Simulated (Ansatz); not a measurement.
# CoO (R-3m) in Ansatz: notebook

Aim: see how the results for CoO move with the level of theory and the settings. Levels: PBEsol, RPBE, revPBE, BLYP. Tasks: phonons, elastic constants, band structure.

Program: Ansatz 0.2.0. These are calculated values, not measurements. Logs are shortened: lines on timing, memory, paths and dates and some standing lists are left out, and cuts for length are marked.

### 1 The structure

Symmetry: R-3m, No. 166, trigonal system. The conventional cell has a = 3.011 Å, b = 3.011 Å, c = 7.320 Å, α = 90.00°, β = 90.00°, γ = 120.00°. Co (site symmetry -3m) is surrounded by 6 O at 2.12 Å. O (site symmetry -3m) is surrounded by 6 Co at 2.12 Å.

The cell is a database's computed one.

### 2 Phonons, PBEsol, collinear spin, ferromagnetic start

The input, input.yaml:

```yaml
crystal:
  lattice:
    - [1.5054695445, 0.8691832468, 2.4399269062]
    - [-1.5054695445, 0.8691832468, 2.4399269062]
    - [0.0, -1.7383664936, 2.4399269062]
  atoms:
    - { symbol: Co, position: [0.0, 0.0, 0.0], spin: 2.0 }
    - { symbol: O, position: [0.5, 0.5, 0.5] }
hamiltonian:
  xc: pbesol
  pseudopotentials: { kind: paw }
magnetization:
  spin_polarized: true
kpoints:
  mp_grid: { grid: [8, 8, 8] }
scf:
  occupations: { method: fermi_dirac, width: 0.05 }
phonons:
  method: dfpt
```

Potentials or basis: Ansatz PAW.

The run is started by

```console
ansatz run input.yaml --threads 2 --pin off --max-ram 5632MiB --backend cpu --events-out ev --progress --plain --runs-dir out
```

Log:

```text
Warning: RAYON_NUM_THREADS=2 ignored (pool sized by the plan → 2); use --threads N
Engine: ansatz 0.2.0, aarch64-unknown-linux-gnu
Pseudopotentials: kind: paw
Pseudopotential: Co, paw, valence charge 17, recommended cutoff 420 eV (normal), Co.paw.azcp
Pseudopotential: O, paw, valence charge 6, recommended cutoff 420 eV (normal), O.paw.azcp
Functional definition: PBEsol
  exchange = pbesol_x
  correlation = pbesol_c
Crystal: 2 atoms, lattice volume = 19.156 Å³
Basis set: ecut = 420 eV, 339 PW (Γ), exchange–correlation on 48×48×48 points (8 copies of the dense FFT grid, shifted against one another)
Bands: 17, of which v1, the nominal top of the filled ones, is band 12 counted from 1 (11 counted from 0)
Symmetry: 12 space group operations
Space group: R-3m (ITA 166), of the structure as read, at distance tolerance 2.7e-5 Å
Magnetic group: BNS 166.97 (UNI 1327), of the structure as read, at distance tolerance 2.7e-5 Å
k-points: 65 of 512
Non-local potential: Co, projectors of the file, l = 0: 3, l = 1: 2, l = 2: 3, l = 3: 1
Non-local potential: O, projectors of the file, l = 0: 2, l = 1: 2, l = 2: 1
PAW form: soft (Blöchl's): semilocal exchange-correlation on the pseudo side does not see the compensation charge
PAW frozen core: Co, regenerated for the run's functional, and the local potential with it (the file was generated under x = pbe(κ = 0.804, μ = 0.2195149727645171), c = pbe(β = 0.06672455060314922))
PAW frozen core: O, regenerated for the run's functional, and the local potential with it (the file was generated under x = pbe(κ = 0.804, μ = 0.2195149727645171), c = pbe(β = 0.06672455060314922))
PAW one-centre angular grid: Co, 590 points (default); XC on 64 Gauss nodes
PAW one-centre angular grid: O, 110 points (default); XC on 64 Gauss nodes
Initial density: superposition of atomic densities (chi_scale 0.1, normalization cell, long waves kept (reshape's long-wave potential 0.00 eV rms))
Starting moments: Σ|m| = 2 μB on 1 of 2 sites
Initial wavefunctions: pseudopotential atomic-orbital guess
Functional: x = pbesol(κ = 0.804, μ = 0.12345679012345678), c = pbesol(β = 0.046)
SCF 1 converged in 12 iterations: F = -5652.270814 eV  dr2 = 4.24e-8
a single point of the input's cell can leave the moments in the input for a lower state (scf.lower_state_search): this run first made a single point of its cell. This run's own SCFs start from the density of the state that the single point found, with the moments in the input. The single point stayed on the moments in the input.
k-points: 150 of 512 (irreducible under 2 space group operations, time reversal used)
Initial density: read from a saved state, or passed on in memory by an earlier SCF of this step, an earlier step, the calling program or the single point that the run made first
Stability of the state it starts from, as read at its close in the collinear treatment: not read negative (Ritz values of 1 − χ₀K, real part plus size of imaginary part, from 0.71 to 0.76, by its mixing steps under the symmetry group of the SCF that read it); its run was given moments
Starting moments: Σ|m| = 2 μB on 1 of 2 sites; this step starts from the density that it was given
iter 1 solved again at ethr=6.89e-9 eV; its pass at ethr=3.10e-3 eV (dr2=1.59e-6 eV) is discarded
SCF iter   1: F=—  HF=-5652.270815 eV  |F-HF|=—  |Δ(HF+E_count)|=         —  Δρ=5.66e-6 (↑3.75e-6 ↓5.66e-6)  dr2=7.61e-9  dr2_m=1.72e-9  M=2.909 μB ∫|m|=2.924 μB  β_m=0.65  ethr=6.89e-9  ⟨swp⟩=3.1  Hψ=37612  notcnv=0
preconditioner: auto → none  [metal: Δε(μ)=0.002 eV  Ē_g=13.692 eV  σ=0.050 eV  W_gap=0.01  n_scr=0 (ndim 8)  ℏωp=32.9 eV  f_vac=0.000  D(μ)=4.11/eV (n_scr^D=64)]
SCF iter   2: F=—  HF=-5652.270815 eV  |F-HF|=—  |Δ(HF+E_count)|=   3.63e-9  Δρ=3.60e-6 (↑3.05e-6 ↓3.60e-6)  dr2=3.41e-9  dr2_m=3.48e-10  M=2.909 μB ∫|m|=2.924 μB  β_m=0.41  ethr=3.31e-11  ⟨swp⟩=2.0  Hψ=7459  notcnv=0
SCF iter   3: F=—  HF=-5652.270815 eV  |F-HF|=—  |Δ(HF+E_count)|=  8.94e-10  Δρ=2.50e-6 (↑4.67e-7 ↓2.50e-6)  dr2=2.47e-10  dr2_m=3.20e-10  M=2.909 μB ∫|m|=2.924 μB  β_m=0.62  ethr=1.48e-11  ⟨swp⟩=2.4  Hψ=7727  notcnv=0
SCF iter   4: F=—  HF=-5652.270815 eV  |F-HF|=—  |Δ(HF+E_count)|=  8.79e-10  Δρ=1.47e-6 (↑1.09e-6 ↓1.47e-6)  dr2=3.01e-10  dr2_m=1.02e-10  M=2.909 μB ∫|m|=2.924 μB  β_m=0.63  ethr=1.08e-12  ⟨swp⟩=2.0  Hψ=8525  notcnv=0
SCF iter   5: F=—  HF=-5652.270815 eV  |F-HF|=—  |Δ(HF+E_count)|=  5.82e-11  Δρ=4.64e-7 (↑4.54e-7 ↓4.64e-7)  dr2=5.07e-11  dr2_m=1.75e-11  M=2.909 μB ∫|m|=2.924 μB  β_m=0.67  ethr=1.08e-12  ⟨swp⟩=2.0  Hψ=8639  notcnv=0
SCF iter   6: F=—  HF=-5652.270815 eV  |F-HF|=—  |Δ(HF+E_count)|=  5.09e-11  Δρ=1.67e-7 (↑1.33e-7 ↓1.67e-7)  dr2=4.25e-12  dr2_m=2.67e-12  M=2.909 μB ∫|m|=2.924 μB  β_m=0.81  ethr=1.00e-12  ⟨swp⟩=1.0  Hψ=5108  notcnv=0
SCF iter   7: F=-5652.270815 eV  HF=-5652.270815 eV  |F-HF|=1.82e-12  |Δ(HF+E_count)|=  9.09e-12  Δρ=5.28e-8 (↑1.05e-8 ↓5.28e-8)  dr2=3.01e-13  dr2_m=1.15e-13  M=2.909 μB ∫|m|=2.924 μB  ethr=1.00e-12  ⟨swp⟩=3.8  Hψ=19107  notcnv=0
SCF 2 converged in 7 iterations: F = -5652.270815 eV  dr2 = 3.01e-13
DFPT response loops at Γ: preconditioner auto → Kerker (q_TF=auto, 2.813 Å⁻¹) (partly filled bands, converged f_vac=0.000); β = 1.00, the filter's whole step (`scf.mixing.beta` (0.30) is not read by the response loops under this deck's `scf.mixing.preconditioner`; to damp them name `kerker` or `kerker_dos`, under which they read `scf.mixing.beta`, and type it under 1.00, their step now; both keys bind the ground state too); Broyden in place of MSR1
SCF converged after 7 iterations
Magnetization: 2.9085 μB (12.9543 up, 10.0457 down)
Absolute magnetization: 2.9242 μB (∫|ρ↑−ρ↓|, with the PAW one-centre terms)
Spin contamination: 0.0083 ħ² per cell (⟨S²⟩ above its minimum at these occupations)
Per-site moments (μB) at R_I (Å): [(2.465710673598659, 0.876038603632342), (0.3264441029923711, 0.876038603632342)]
Free energy (F): -5652.270815 eV
Harris-Foulkes:  -5652.270815 eV  (|F-HF|=1.82e-12)
Internal energy: -5652.237504 eV  (E = F + TS)
E sigma→0 (E₀):  -5652.254159 eV
Entropy (-TS):   -0.033310 eV (-16.655 meV/atom)
Fermi energy:    13.984619 eV
--- Per-component energies (eV) ---
  E_band       = -303.480223
  E_kinetic    = 616.867747
  E_local      = -3418.667166  (includes V_loc(G=0)·N_el)
  E_nonlocal   = 515.713709
  E_hartree    = 1400.748331
  E_xc         = -226.209646
  E_vxc        = -292.222259  (∫ρ·V_xc dr)
  E_paw        = -1638.232376  (= ΣΔE_a)
  E_vpaw       = -526.671412  (= ΣTr[D̂ρ^β])
  E_aug_tail   = 0.002465  (compensation charges beyond the density's cutoff)
  E_ewald      = -2902.684276
  E_core_change = 0.223707  (= ΣΔE_core)
  E_smearing   = -0.033310  (= −TS)
  E_closure    = 0.000000  (closes the sum)
  Σ components = -5652.270815   (vs F -5652.270815, Δ=0.00e0)
--- Band table (eV; the first three rows and the last of 300) ---
  k-point 0 ↑: bands = ["-82.6232", "-46.0254", "-46.0254", "-46.0164", "-6.3974", "10.6407", "10.6407", "10.6826", "10.6826", "10.6893", "10.8046", "10.8046", "10.8431", "14.7752", "30.4377", "31.7617", "31.7617"]
  k-point 1 ↑: bands = ["-82.6227", "-46.0308", "-46.0262", "-46.0176", "-6.2326", "9.3087", "9.5198", "9.5559", "10.9013", "10.9238", "11.2243", "11.8771", "11.8945", "15.7794", "28.0226", "31.1519", "31.3054"]
  k-point 2 ↑: bands = ["-82.6214", "-46.0446", "-46.0280", "-46.0199", "-5.8052", "7.5064", "8.5924", "8.6340", "11.1640", "11.1895", "11.5428", "12.9739", "12.9780", "17.4680", "25.2547", "29.3225", "29.4367"]
  k-point 149 ↓: bands = ["-79.6219", "-43.1349", "-43.0955", "-43.0955", "-4.5195", "6.1443", "9.0948", "9.0948", "13.8781", "13.8781", "14.1808", "16.5823", "16.5823", "19.0280", "24.0588", "27.5746", "27.5746"]
--- Phonons (Γ-DFPT): 4 representative perturbations + reference, on 150 of 512 k-points (Σ response iterations 12) ---
  k mesh reduced under 2 symmetry operations, with k and −k counted as one. Each operation leaves every solved perturbation unchanged. A smaller set is not used because it would not reduce the number of displacements times k-points to solve
  ASR residual: 4.894e-4 → 0.000e0 eV/Å²; symmetrization residual: 1.538e-6 eV/Å²
  ASR residual per site (eV/Å²): 4.89e-4 1.60e-5
  Γ frequencies (cm⁻¹): 0.00 0.00 0.00 41.44 74.17 74.17
  non-analytic LO–TO correction: not included (Born effective charges unavailable; polar crystals: no LO–TO splitting at Γ)
```

Wall time 27 s (2 threads of Arm Neoverse V2, shared host); peak memory 0.53 GiB.

Results:

* Free energy: -5652.2708 eV
* Band gap on the k mesh: none (metal or under the smearing width)
* Net moment: 2.91 μB per cell
* Absolute moment: 2.92 μB per cell
* Site moments: Co +2.47; O +0.33 μB
* Highest phonon frequency at Γ: 74 cm⁻¹

Levels at points of the mesh, in eV from the Fermi level:
Spin up:
```tsv
k point	band 9	band 10	band 11	band 12	band 13	band 14	band 15	band 16	band 17
(0.00, 0.00, 0.00)	-3.30	-3.30	-3.18	-3.18	-3.14	0.79	16.45	17.78	17.78
(0.00, 0.00, -0.50)	-2.43	-2.40	-1.88	0.06	0.07	4.79	9.14	13.14	13.24
(0.00, -0.50, 0.00)	-2.43	-2.40	-1.88	0.06	0.07	4.79	9.14	13.14	13.24
(0.00, -0.50, -0.50)	-4.07	-2.94	-2.41	-2.12	-2.12	5.65	9.58	11.42	15.44
(-0.50, -0.50, 0.00)	-4.07	-2.94	-2.41	-2.12	-2.12	5.65	9.58	11.42	15.44
(-0.50, -0.50, -0.50)	-2.41	-2.41	-1.85	0.08	0.08	4.73	9.26	13.04	13.04
```
Spin down:
```
              k point  band 6  band 7  band 8  band 9  band 10  band 11  band 12  band 13  band 14  band 15
   (0.00, 0.00, 0.00)   -2.76   -2.76   -2.71   -1.14    -1.14    -1.11    -0.14    -0.14     1.34    16.40
  (0.00, 0.00, -0.50)   -7.87   -4.87   -4.82   -0.14    -0.11     0.18     2.57     2.59     5.10     9.96
  (0.00, -0.50, 0.00)   -7.87   -4.87   -4.82   -0.14    -0.11     0.18     2.57     2.59     5.10     9.96
 (0.00, -0.50, -0.50)   -6.66   -4.05   -3.99   -2.33     0.16     0.16     0.35     0.84     6.49    10.08
 (-0.50, -0.50, 0.00)   -6.66   -4.05   -3.99   -2.33     0.16     0.16     0.35     0.84     6.49    10.08
(-0.50, -0.50, -0.50)   -7.84   -4.89   -4.89   -0.11    -0.11     0.20     2.60     2.60     5.04    10.07
```

Phonon frequencies in cm⁻¹ (negative: imaginary):
```csv
q point,frequencies
"(0.000, 0.000, 0.000)",0 0 0 41 74 74
```

Caveat: a cell with one magnetic atom can't hold antiferromagnetic order, which such compounds often take; semilocal functionals often make such compounds metallic where correlation or magnetic order opens a gap, which also shifts bond lengths; the PAW data sets come from PBE, with cores solved anew for the run's functional, which leaves a small shift of forces and pressure. With open d or f shells a metallic result of PBEsol can be an artefact of self-interaction; +U or a hybrid may open a gap.

### 3 Elastic constants, PBEsol, collinear spin, ferromagnetic start

input.yaml, as its differences from that of step 2:

```diff
@@ -17,3 +17,7 @@
   occupations: { method: fermi_dirac, width: 0.05 }
-phonons:
-  method: dfpt
+output:
+  forces: true
+  stress: true
+elastic:
+  mode: clamped_ion
+  stencil: two_point
```

Potentials or basis: Ansatz PAW.

The run is started by

```console
ansatz run input.yaml --threads 2 --pin off --max-ram 5632MiB --backend cpu --events-out ev --progress --plain --runs-dir out
```

Wall time 23 s (2 threads of Arm Neoverse V2, shared host); peak memory 0.38 GiB.

It converged, with:

| Item | Value |
| --- | --- |
| Free energy | -5652.2708 eV |
| Pressure | -9.5 GPa |
| Band gap on the k mesh | none (metal or under the smearing width) |
| Net moment | 2.91 μB per cell |
| Absolute moment | 2.92 μB per cell |
| Site moments | Co +2.47; O +0.33 μB |
| Voigt bulk modulus | 148 GPa |

Stress tensor (GPa, compression positive):
```
-9.36  0.00  0.00
 0.00 -9.36  0.00
 0.00  0.00 -9.69
```

Levels at points of the mesh, in eV from the Fermi level:
Spin up:
| k point | band 11 | band 12 | band 13 | band 14 | band 15 | band 16 |
| --- | --- | --- | --- | --- | --- | --- |
| (0.00, 0.00, 0.00) | -3.18 | -3.18 | -3.14 | 0.79 | 16.45 | 17.78 |
| (0.00, 0.00, -0.50) | -1.88 | 0.06 | 0.07 | 4.79 | 9.14 | 13.14 |
| (0.00, -0.50, -0.50) | -2.41 | -2.12 | -2.12 | 5.65 | 9.58 | 11.42 |
| (-0.50, -0.50, -0.50) | -1.85 | 0.08 | 0.08 | 4.73 | 9.26 | 13.04 |
Spin down:
```tsv
k point	band 8	band 9	band 10	band 11	band 12	band 13
(0.00, 0.00, 0.00)	-2.71	-1.14	-1.14	-1.11	-0.14	-0.14
(0.00, 0.00, -0.50)	-4.82	-0.14	-0.11	0.18	2.57	2.59
(0.00, -0.50, -0.50)	-3.99	-2.33	0.16	0.16	0.35	0.84
(-0.50, -0.50, -0.50)	-4.89	-0.11	-0.11	0.20	2.60	2.60
```

Elastic tensor in Voigt notation (GPa, ions clamped, in the Cartesian axes of the cell as first typed):
```
131 156 161 -13   0   0
156 131 161  13   0   0
160 160 116   0   0   0
-13  13   0  -4   0   0
  0   0   0   0  -4 -13
  0   0   0   0 -13 -13
```

Caveat: the cell is more than 3 GPa from zero pressure, which shifts response properties; the elastic tensor has a negative eigenvalue, so either the cell is unstable as it stands or the mesh is too thin; the pressure holds a Pulay correction of +0.8 GPa for the finite cutoff; a cell with one magnetic atom can't hold antiferromagnetic order, which such compounds often take; semilocal functionals often make such compounds metallic where correlation or magnetic order opens a gap, which also shifts bond lengths; the PAW data sets come from PBE, with cores solved anew for the run's functional, which leaves a small shift of forces and pressure.

[end of part 1 of 3]
